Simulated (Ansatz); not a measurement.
RbBr:

```xyz
2
Lattice="0.0000 3.4270 3.4270 3.4270 0.0000 3.4270 3.4270 3.4270 0.0000" Properties=species:S:1:pos:R:3 pbc="T T T"
Rb    0.0000    0.0000    0.0000
Br    3.4270    3.4270    3.4270
```

Base run:

```yaml
Program: Ansatz 0.2.0
Functional: PBE0
Potentials_or_basis: all-electron PAW datasets made for the crystal
Cutoff: 220 eV (chosen from the basis error)
k_mesh: 6 × 6 × 6
Occupations: fermi-dirac, width 0.05 eV
Spin: no spin polarisation
```

Its results: band gap on the k mesh 6.24 eV, direct; pressure 0.7 GPa.

Task: The run is repeated on the same cell with these changes: functional from PBE0 to PBEsol; cutoff from 220 eV (chosen from the basis error) to 200 eV (chosen from the basis error). What comes out?

Result: Band gap on the k mesh 4.21 eV, direct; pressure -0.1 GPa.

PBE0 gives the wider gap, since exact exchange removes part of the self-interaction.

